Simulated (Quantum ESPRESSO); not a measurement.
BAs in Quantum ESPRESSO: the effect of functional

BAs:

```
As B
1.0
     0.00000    2.38850    2.38850
     2.38850    0.00000    2.38850
     2.38850    2.38850    0.00000
As B
1 1
Cartesian
  3.5827 3.5827 3.5827
  0.0000 0.0000 0.0000
```

Alike in all runs:

```yaml
Program: Quantum ESPRESSO 7.5
Task: phonons
Cutoff: 612 eV
Density_cutoff: 4898 eV
k_mesh: 6 × 6 × 6, shifted
Occupations: fermi-dirac, width 0.05 eV
Spin: no spin polarisation
```

Each run relaxes the cell or the atoms first.

Problem. One run gave: relaxed volume 13.38 Å³/atom; dielectric constant 9.68 mean; highest phonon frequency 702 cm⁻¹. Which functional did it use?
A. BLYP
B. LDA
C. vdW-DF-cx
D. PBE
E. WC

Solution. B.

```tsv
functional	potentials or basis	relaxed volume (Å³/atom)	dielectric constant (mean)	highest phonon frequency (cm⁻¹)
LDA	GBRV 1.5 LDA	13.38	9.68	702
PBE	GBRV 1.5 PBE	13.99	9.88	680
BLYP	GBRV 1.5 PBE	14.59	9.84	658
WC	GBRV 1.5 PBE	13.67	9.90	691
PW91	GBRV 1.5 PBE	13.99	9.86	681
vdW-DF-cx	GBRV 1.5 PBE	13.76	9.89	691
```

Caveats: the potentials were made for another functional, which shifts forces and pressure (some runs); before the sum rule the acoustic modes lie tens of cm⁻¹ from zero, a sign that the density grid also shifts the optical modes (some runs).

Not every run made on this cell is shown here.
